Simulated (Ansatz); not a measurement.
Consider NaBr in the rock salt structure (space group Fm-3m, No. 225).

```
CELL_PARAMETERS angstrom
      0.00000     2.97379     2.97379
      2.97379     0.00000     2.97379
      2.97379     2.97379     0.00000
ATOMIC_POSITIONS crystal
  Br 0.00000 0.00000 0.00000
  Na 0.50000 0.50000 0.50000
```

Cartesian axes are those of the cell as printed.

All numbers come from Ansatz (a quantum-chemistry and plane-wave program), r2SCAN, PAW, cutoff 500 eV, no SOC.

Strains are applied to the cell and any free atomic positions relax; under biaxial strain the out-of-plane vector relaxes too.

One change was made to it. Results:

The pressure (mean of the normal stresses, compression positive) goes from zero to -0.55 GPa; the band gap drops by 0.107 eV, from 4.98 eV to 4.88 eV; the gap character is still direct at Γ.

Name the change that was made.
(A) tensor shear ε_xz = −3.73 %
(B) biaxial strain +4.73 %, plane normal [001], relaxed out of plane
(C) biaxial strain −4.38 %, plane normal [001], relaxed out of plane
(D) uniaxial strain ε_xx = +2.88 %
(E) uniaxial strain ε_yy = −3.73 %

D, uniaxial strain ε_xx = +2.88 %. For comparison, the band gap in the other runs: tensor shear ε_xz = −3.73 % gives 4.79 eV; biaxial strain +4.73 %, plane normal [001], relaxed out of plane gives 4.73 eV; uniaxial strain ε_yy = −3.73 % gives 5.10 eV; biaxial strain −4.38 %, plane normal [001], relaxed out of plane gives 5.21 eV.

Stability against distortions was not tested. k-point labels follow each cell's own Brillouin zone.
